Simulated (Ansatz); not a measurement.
Planning a run of Ansatz 0.2.0 on Te2Mo (2H monolayer). The input:

```yaml
crystal:
  lattice:
    - [3.5551949043, 0.0, 0.0]
    - [-1.7775974521, 3.0788891025, 0.0]
    - [0.0, 0.0, 30.4]
  atoms:
    - { symbol: Mo, position: [0.3333333333, 0.6666666667, 0.5] }
    - { symbol: Te, position: [0.6666666667, 0.3333333333, 0.5594649961] }
    - { symbol: Te, position: [0.6666666667, 0.3333333333, 0.4405350039] }
  periodic: [true, true, false]
kpoints:
  mp_grid: { grid: [6, 6, 1] }
  band_path:
    path: [[0.0, 0.0, 0.0], [0.5, 0.0, 0.0], [0.3333333333, 0.3333333333, 0.0]]
    npoints: 1
hamiltonian:
  xc: hse06
  pseudopotentials: { kind: paw, azcp: { folder: "./paw" } }
scf:
  occupations: { method: fixed }
  n_extra_bands: 5
  convergence: { dr2_threshold: 1.0e-10 }
output:
  eigenvalues: true
```

```sh
ansatz run input.yaml --threads 3 --pin off --max-ram 92160MiB --backend cuda --events-out ev --progress --plain --runs-dir out --devices 1 --max-vram 13GiB
```

Q: How long will it take on 1 × NVIDIA H100 80GB HBM3 (shared by 6 runs) with 3 threads of AMD EPYC 7R13 (Zen 3), shared host, and how much memory?

It took 33 s; on shared hardware allow 16 s to 66 s. Peak host memory was 1.5 GiB. The sizes that set the cost: 6407 plane waves a state, 7 irreducible k points and 24 SCF cycles.

Exact exchange couples every pair of k points and filled bands, so it costs far more than a semilocal run.

[Paths, hosts, dates, memory and timing lines, banners, echoed tables and standing remarks are left out of the program output.]

[Logs are printed without paths, hosts, clocks, repeated set-up lines and the standing remarks that a program may print on its own settings, such as how far it seeks lower states.]

[Runs of the session that timed out or met a known fault of the program may be left out.]

[Cells called generated may have been cut or substituted from an entry of the Crystallography Open Database or the Materials Project.]

[Hosts, paths, dates, database ids (printed as entryN), source tags and the programs' standing remarks are cut or masked in the printed files.]
